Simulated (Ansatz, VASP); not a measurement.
# One calculation of Pd, two programs

INCAR

```
SYSTEM = Pd
  PREC = Accurate
  ENCUT = 520
  EDIFF = 1E-6
  ISMEAR = 0
  SIGMA = 0.1
  LREAL = Auto
  LASPH = .True.
  NELM = 100
  ALGO = Fast
  ISIF = 2
  LWAVE = .False.
  LCHARG = .False.
  LDIPOL = .True.
  IDIPOL = 3
  DIPOL = 0.5 0.5 0.501
  GGA = PE
  NBANDS = 154
```

KPOINTS

```
regular mesh
0
Gamma
  3 3 1
  0 0 0
```

Contents of POSCAR:

```
Pd
1.0
    8.2519361364      0.0000000000      0.0000000000
    4.1259680682      7.1463863246      0.0000000000
    0.0000000000      0.0000000000     23.4917850943
Pd
27
Direct
    0.1111111111      0.1111111111      0.4043966843
    0.4444444444      0.1111111111      0.4043966843
    0.7777777778      0.1111111111      0.4043966843
    0.1111111111      0.4444444444      0.4043966843
    0.4444444444      0.4444444444      0.4043966843
    0.7777777778      0.4444444444      0.4043966843
    0.1111111111      0.7777777778      0.4043966843
    0.4444444444      0.7777777778      0.4043966843
    0.7777777778      0.7777777778      0.4043966843
   -0.1111111111      0.2222222222      0.5010879257
    0.2222222222      0.2222222222      0.5010879257
    0.5555555556      0.2222222222      0.5010879257
   -0.1111111111      0.5555555556      0.5010879257
    0.2222222222      0.5555555556      0.5010879257
    0.5555555556      0.5555555556      0.5010879257
   -0.1111111111      0.8888888889      0.5010879257
    0.2222222222      0.8888888889      0.5010879257
    0.5555555556      0.8888888889      0.5010879257
    0.0000000000      0.0000000000      0.5977741406
    0.3333333333      0.0000000000      0.5977741406
    0.6666666667      0.0000000000      0.5977741406
    0.0000000000      0.3333333333      0.5977741406
    0.3333333333      0.3333333333      0.5977741406
    0.6666666667      0.3333333333      0.5977741406
    0.0000000000      0.6666666667      0.5977741406
    0.3333333333      0.6666666667      0.5977741406
    0.6666666667      0.6666666667      0.5977741406
```

Input for Ansatz:

```yaml
crystal:
  lattice:
    - [8.2519361364, 0.0, 0.0]
    - [4.1259680682, 7.1463863246, 0.0]
    - [0.0, 0.0, 23.4917850943]
  atoms:
    - { symbol: Pd, position: [0.1111111111, 0.1111111111, 0.4043966843] }
    - { symbol: Pd, position: [0.4444444444, 0.1111111111, 0.4043966843] }
    - { symbol: Pd, position: [0.7777777778, 0.1111111111, 0.4043966843] }
    - { symbol: Pd, position: [0.1111111111, 0.4444444444, 0.4043966843] }
    - { symbol: Pd, position: [0.4444444444, 0.4444444444, 0.4043966843] }
    - { symbol: Pd, position: [0.7777777778, 0.4444444444, 0.4043966843] }
    - { symbol: Pd, position: [0.1111111111, 0.7777777778, 0.4043966843] }
    - { symbol: Pd, position: [0.4444444444, 0.7777777778, 0.4043966843] }
    - { symbol: Pd, position: [0.7777777778, 0.7777777778, 0.4043966843] }
    - { symbol: Pd, position: [-0.1111111111, 0.2222222222, 0.5010879257] }
    - { symbol: Pd, position: [0.2222222222, 0.2222222222, 0.5010879257] }
    - { symbol: Pd, position: [0.5555555556, 0.2222222222, 0.5010879257] }
    - { symbol: Pd, position: [-0.1111111111, 0.5555555556, 0.5010879257] }
    - { symbol: Pd, position: [0.2222222222, 0.5555555556, 0.5010879257] }
    - { symbol: Pd, position: [0.5555555556, 0.5555555556, 0.5010879257] }
    - { symbol: Pd, position: [-0.1111111111, 0.8888888889, 0.5010879257] }
    - { symbol: Pd, position: [0.2222222222, 0.8888888889, 0.5010879257] }
    - { symbol: Pd, position: [0.5555555556, 0.8888888889, 0.5010879257] }
    - { symbol: Pd, position: [0.0, 0.0, 0.5977741406] }
    - { symbol: Pd, position: [0.3333333333, 0.0, 0.5977741406] }
    - { symbol: Pd, position: [0.6666666667, 0.0, 0.5977741406] }
    - { symbol: Pd, position: [0.0, 0.3333333333, 0.5977741406] }
    - { symbol: Pd, position: [0.3333333333, 0.3333333333, 0.5977741406] }
    - { symbol: Pd, position: [0.6666666667, 0.3333333333, 0.5977741406] }
    - { symbol: Pd, position: [0.0, 0.6666666667, 0.5977741406] }
    - { symbol: Pd, position: [0.3333333333, 0.6666666667, 0.5977741406] }
    - { symbol: Pd, position: [0.6666666667, 0.6666666667, 0.5977741406] }
scf:
  occupations: { method: gaussian, width: 0.1 }
output:
  forces: true
hamiltonian:
  xc: pbe
kpoints:
  mp_grid: { grid: [3, 3, 1] }
efield:
  axis: 3
  dipole_correction: true
```

Alike in both runs: task single point; functional PBE; k mesh 3 × 3 × 1; occupations gaussian, width 0.1 eV; no spin polarisation.

|  | VASP | Ansatz |
| --- | --- | --- |
| version | VASP 6.6.1 | Ansatz 0.2.0 |
| potentials or method | VASP PAW PBE potentials, release 64 (Pd) | scalar-relativistic, plane waves, PAW |
| plane-wave cutoff (eV) | 520 | 420 |
| valence electrons in the cell | 270 | 486 |

```tsv
	VASP	Ansatz	Ansatz less VASP
rms of the force components (eV/Å)	0.069	0.076	+0.0074
```

Atom by atom the forces differ by 0.007 eV/Å (rms over components). The two sets of potentials don't hold the same shells in valence.
